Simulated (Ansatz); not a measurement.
Ansatz input file:

```yaml
crystal:
  lattice:
    - [0.0, 2.6276957444, 2.6276957444]
    - [2.6276957444, 0.0, 2.6276957444]
    - [2.6276957444, 2.6276957444, 0.0]
  atoms:
    - { symbol: Mg, position: [0.0, 0.0, 0.0] }
basis:
  ecutwfc: 420
kpoints:
  mp_grid: { grid: [14, 14, 14] }
hamiltonian:
  xc: pbe
scf:
  occupations: { method: gaussian, width: 0.1 }
output:
  forces: true
  stress: true
  eigenvalues: true
```

Run as
```bash
ansatz run input.yaml --threads 1 --pin off --max-ram 1331MiB --backend cpu --events-out ev --progress --plain --runs-dir out
```

Method: Ansatz, DFT PBE, scalar-relativistic, plane waves, PAW.

Part of what the program printed, abridged:

```
Pseudopotentials: kind: paw
Pseudopotential: Mg, paw, valence charge 10, recommended cutoff 420 eV (normal)
Functional definition: PBE
Crystal: 1 atom, lattice volume = 36.287 Å³
Basis set: ecut = 420 eV, 725 PW (Γ), exchange–correlation on 50×50×50 points (8 copies of the dense FFT grid, shifted against one another)
Bands: 9, of which v1, the nominal top of the filled ones, is band 5 counted from 1 (4 counted from 0)
Symmetry: 48 space group operations
Space group: Fm-3m (ITA 225), of the structure as read, at distance tolerance 3.3e-5 Å
k-points: 104 of 2744
Initial density: superposition of atomic densities (neutral atoms: chi_scale 0, normalization atom), corrected by the library's trained network
Initial wavefunctions: pseudopotential atomic-orbital guess
Functional: x = pbe(κ = 0.804, μ = 0.21951497), c = pbe(β = 0.06672455)
SCF iter   1: F=—  HF=-1923.421197 eV  |F-HF|=—  |Δ(HF+E_count)|=         —  Δρ=5.23e-4  dr2=6.65e-5  ethr=1.77e-3  ⟨swp⟩=5.5  Hψ=6510  notcnv=0
SCF iter   2: F=—  HF=-1923.421136 eV  |F-HF|=—  |Δ(HF+E_count)|=   6.15e-5  Δρ=2.82e-4  dr2=2.14e-5  ethr=6.65e-7  ⟨swp⟩=2.3  Hψ=2308  notcnv=0
SCF iter   3: F=—  HF=-1923.421156 eV  |F-HF|=—  |Δ(HF+E_count)|=   2.03e-5  Δρ=9.52e-5  dr2=2.05e-6  ethr=2.14e-7  ⟨swp⟩=1.9  Hψ=1052  notcnv=0
SCF iter   4: F=—  HF=-1923.421156 eV  |F-HF|=—  |Δ(HF+E_count)|=   1.46e-7  Δρ=2.18e-5  dr2=8.94e-8  ethr=2.05e-8  ⟨swp⟩=2.0  Hψ=1358  notcnv=0
SCF iter   5: F=-1923.421156 eV  HF=-1923.421156 eV  |F-HF|=2.05e-9  |Δ(HF+E_count)|=   9.08e-8  Δρ=2.95e-6  dr2=1.59e-9  ethr=8.94e-10  ⟨swp⟩=2.0  Hψ=1456  notcnv=0
SCF iter   6: F=-1923.421156 eV  HF=-1923.421156 eV  |F-HF|=3.10e-10  |Δ(HF+E_count)|=   1.01e-9  Δρ=1.06e-6  dr2=2.01e-10  ethr=1.59e-11  ⟨swp⟩=1.2  Hψ=3087  notcnv=0
SCF 1 converged in 6 iterations: F = -1923.421156 eV  dr2 = 2.01e-10
SCF converged after 6 iterations
Free energy (F): -1923.421156 eV
Harris-Foulkes:  -1923.421156 eV  (|F-HF|=3.10e-10)
Internal energy: -1923.419633 eV  (E = F + TS)
E sigma→0 (E₀):  -1923.420395 eV
Entropy (-TS):   -0.001523 eV (-1.523 meV/atom)
Fermi energy:    2.580940 eV
--- Per-component energies (eV) ---
  E_band       = -392.370799
  E_kinetic    = 72.496941
  E_local      = -1791.048537  (includes V_loc(G=0)·N_el)
  E_nonlocal   = 96.025921
  E_hartree    = 647.482104
  E_xc         = -26.791590
  E_vxc        = -34.497905  (∫ρ·V_xc dr)
  E_paw        = -293.463912  (= ΣΔE_a)
  E_vpaw       = -30.312103  (= ΣTr[D̂ρ^β])
  E_aug_tail   = -0.000004  (compensation charges beyond the density's cutoff)
  E_ewald      = -628.120556
  E_smearing   = -0.001523  (= −TS)
--- Forces (eV/Å), atoms counted from 1 ---
  atom   1  Mg     0.00000000     0.00000000     0.00000000
--- Stress (GPa, compression-positive) ---
       -6.095556       0.000000       0.000000
        0.000000      -6.095556       0.000000
        0.000000       0.000000      -6.095556
  P = ⅓ Tr σ = -6.0956 GPa (-60.956 kbar)
--- Band table (eV; the first three rows and the last of 104) ---
  k-point 0: bands = ["-74.1017", "-40.8556", "-40.8556", "-40.8556", "-2.6330", "12.3328", "12.3328", "12.3328", "12.3687"]
  k-point 1: bands = ["-74.1017", "-40.8558", "-40.8557", "-40.8557", "-2.5497", "10.6785", "11.7385", "11.7385", "12.9912"]
  k-point 2: bands = ["-74.1017", "-40.8565", "-40.8558", "-40.8558", "-2.2999", "8.8591", "11.2666", "11.2666", "12.8787"]
  k-point 103: bands = ["-74.1014", "-40.8589", "-40.8584", "-40.8574", "3.4898", "3.8194", "4.2202", "4.7292", "12.9800"]
```

The run converged.